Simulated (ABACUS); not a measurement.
A run of ABACUS 3.10.1:

The input INPUT:

```
INPUT_PARAMETERS
suffix              BAs
calculation         cell-relax
basis_type          lcao
pseudo_dir          ./
orbital_dir         ./
symmetry            1
dft_functional      pbe
ecutwfc             100
pseudo_rcut         10
nspin               1
nbands              13
ks_solver           genelpa
smearing_method     fd
smearing_sigma      0.00367493
scf_thr             1e-07
scf_nmax            100
mixing_type         broyden
mixing_beta         0.7
cal_force           1
cal_stress          1
out_mul             1
relax_nmax          60
force_thr_ev        0.02
relax_method        cg
out_stru            1
stress_thr          0.2
```

The input STRU:

```
ATOMIC_SPECIES
As 74.9216 33_As_15_1.8_2.1_pbe_n_v1.0.upf
B 10.8100 05_B_3_1.5_1.7_pbe_n_v1.0.upf

NUMERICAL_ORBITAL
As_confined-atom_7au_3s3p3d1f.orb
B_confined-atom_7au_3s3p2d1f.orb

LATTICE_CONSTANT
1.8897261246

LATTICE_VECTORS
0.0000000000 2.3885000000 2.3885000000
2.3885000000 0.0000000000 2.3885000000
2.3885000000 2.3885000000 0.0000000000

ATOMIC_POSITIONS
Direct

As
0.0
1
0.7500000000 0.7500000000 0.7500000000 1 1 1

B
0.0
1
0.0000000000 0.0000000000 0.0000000000 1 1 1
```

The input KPT:

```
K_POINTS
0
Gamma
9 9 9 0 0 0
```

Potentials or basis: SPMS ONCV 1.0 PBE, TZDP LCAO (the cutoffs set its grid).

The run is started by

```console
$ OMP_NUM_THREADS=1 mpirun -np 4 abacus > log
```

Hardware: 4 MPI ranks on AMD EPYC 9R45 (Zen 5), with other jobs on the host.

**Question.** Estimate the wall time of this run.

**Answer.** Run time: 15 s on 4 MPI ranks on AMD EPYC 9R45 (Zen 5), on a shared host, peak memory 0.52 GiB a rank. Counts: scf iterations 23, k points 35, bands 13, basis 63, ion steps 3, ranks 4.
